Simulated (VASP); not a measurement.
Wanted: the native input for a VASP 6.6.1 run.

| Item | Value |
| --- | --- |
| Task | density of states |
| Functional | PBE |
| Potentials or basis | VASP PAW PBE potentials, release 64 (Cu) |
| Cutoff | 520 eV |
| k mesh | 20 × 20 × 20 |
| Occupations | gaussian, width 0.1 eV |
| Spin | no spin polarisation |
| k mesh for the DOS | 30 × 30 × 30 |
| Occupations for the DOS | tetrahedron |
| Further INCAR settings | ALGO = Normal; EDIFF = 1e-07; NBANDS = 12 |

Cu:

```
Cu
1.0
     0.00000    1.81732    1.81732
     1.81732    0.00000    1.81732
     1.81732    1.81732    0.00000
Cu
1
Direct
  0.00000 0.00000 0.00000
```

One way to write it, as run:

POSCAR

```
Cu                                      
1.0
    0.0000000000      1.8173201834      1.8173201834
    1.8173201834      0.0000000000      1.8173201834
    1.8173201834      1.8173201834     -0.0000000000
  Cu            
     1
Direct
     1.0000000000000000    1.0000000000000000    0.0000000000000000
```

INCAR.step1

```
SYSTEM = Cu
ALGO     = Normal         ! electronic algorithm
EDIFF    = 1E-7           ! SCF threshold, eV
ENCUT    = 520            ! plane-wave cutoff, eV
GGA      = PE             ! functional
ISIF     = 2              ! what is computed and relaxed
ISMEAR   = 0              ! smearing method
LASPH    = .TRUE.         ! aspherical terms in the spheres
LCHARG   = .TRUE.         ! write CHGCAR
LMAXMIX  = 4              ! l up to which the mixer works
LREAL    = .FALSE.        ! projectors in reciprocal space
LWAVE    = .FALSE.        ! write WAVECAR
NBANDS   = 12             ! bands
NELM     = 100            ! most SCF steps
PREC     = Accurate       ! precision mode
SIGMA    = 0.1            ! smearing width, eV
```

KPOINTS.step1

```
k-points
0
G
  20 20 20
  0 0 0
```

INCAR.step2

```
SYSTEM = Cu
ALGO     = Normal         ! electronic algorithm
EDIFF    = 1E-7           ! SCF threshold, eV
ENCUT    = 520            ! plane-wave cutoff, eV
GGA      = PE             ! functional
ICHARG   = 11             ! starting density
ISIF     = 2              ! what is computed and relaxed
ISMEAR   = -5             ! smearing method
LASPH    = .TRUE.         ! aspherical terms in the spheres
LCHARG   = .FALSE.        ! write CHGCAR
LMAXMIX  = 4              ! l up to which the mixer works
LORBIT   = 11             ! projections on sites
LREAL    = .FALSE.        ! projectors in reciprocal space
LWAVE    = .FALSE.        ! write WAVECAR
NBANDS   = 12             ! bands
NEDOS    = 2001           ! points of the DOS
NELM     = 100            ! most SCF steps
PREC     = Accurate       ! precision mode
SIGMA    = 0.1            ! smearing width, eV
```

KPOINTS.step2

```
k-points
0
G
  30 30 30
  0 0 0
```

Potentials or basis: VASP PAW PBE potentials, release 64 (Cu).

The run is started by

```console
$ cat potpaw_PBE.64/Cu/POTCAR > POTCAR
$ cp INCAR.step1 INCAR
$ cp KPOINTS.step1 KPOINTS
$ mpirun -np 1 vasp_std > vasp.out
$ cp INCAR.step2 INCAR
$ cp KPOINTS.step2 KPOINTS
$ mpirun -np 1 vasp_std > vasp.out
```

It gave:

```
Valence electrons inside the program's atomic spheres : Cu 9.98
```

Wall time 52 s on 1 thread of Intel(R) Xeon(R) Platinum 8488C (Sapphire Rapids) (shared host), peak memory 0.21 GiB.
